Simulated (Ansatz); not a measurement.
Runs of Ansatz 0.2.0 on CdS. The structure is trigonal, space group P3m1 (No. 156). Conventional cell: a = 4.261 Å, b = 4.261 Å, c = 5.804 Å, α = 90.00°, β = 90.00°, γ = 120.00°. Cd (site symmetry 3m) is surrounded by 3 S at 2.46 Å. S (site symmetry 3m) has 3 Cd at 2.46 Å as nearest neighbours. Measurements of this composition are mostly on another form, of space group No. 186.

```tsv
task	level	cell	points for each segment of the path	gap on the mesh (eV)	pressure (GPa)	relaxed volume (Å³/atom)
band structure	PBE	as given	14	1.47	-0.2	-
relaxation of cell and atoms	revPBE	relaxed	-	(a)	0.0	(b)
relaxation of cell and atoms	revPBE+D3(BJ)	relaxed	-	none	0.0	20.29
relaxation of cell and atoms	revPBE+D4	relaxed	-	none	0.0	20.42
```

Alike in all rows: potentials or basis Ansatz PAW; no spin polarisation; k mesh 7 × 7 × 5; cutoff (eV) 420; smearing fermi-dirac 0.05 eV.

**Question.** Estimate the missing entries.

**Answer.** (a) 1.59; (b) 50.58.

Caveats: the plane-wave basis is chosen anew once the cell has moved, so the energies of steps on either side of that aren't comparable (some runs); the PAW data sets come from PBE, with cores solved anew for the run's functional, which leaves a small shift of forces and pressure (some runs); the volume moved by over 15 % at a fixed basis, so the end points are rough (some runs); pairwise dispersion overbinds metals, which lowers pressure and volume (some runs); odd divisions of the mesh miss points on the zone boundary, where band edges often lie, so the gap on the mesh can be too wide (some runs).

A k mesh can miss the band edges, and the runs leave out spin-orbit coupling on Cd.

A gap of «none» marks a metal or a gap under the smearing width.
